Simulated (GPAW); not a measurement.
HfN:

```
Hf N
1.0
     0.00000    2.25600    2.25600
     2.25600    0.00000    2.25600
     2.25600    2.25600    0.00000
Hf N
1 1
Direct
  0.00000 0.00000 0.00000
  0.50000 0.50000 0.50000
```

Base run:

* Program: GPAW 26.7.0
* Functional: PBE
* Potentials or basis: GPAW PAW data sets (gpaw-data 1.2.1)
* Cutoff: 800 eV
* Basis: pw
* k mesh: 10 × 10 × 10
* Occupations: gaussian, width 0.023 eV
* Spin: no spin polarisation

Its results: pressure 6.7 GPa.

Problem. The run is repeated on the same cell with these changes: functional from PBE to r2SCAN; occupations from gaussian, width 0.023 eV to fermi-dirac, width 0.05 eV. What comes out?

Solution. Pressure 3.3 GPa.

Caveats: the PAW data sets were made with another functional, which shifts forces and pressure a little (some runs).

Not every run made on this cell is shown here.
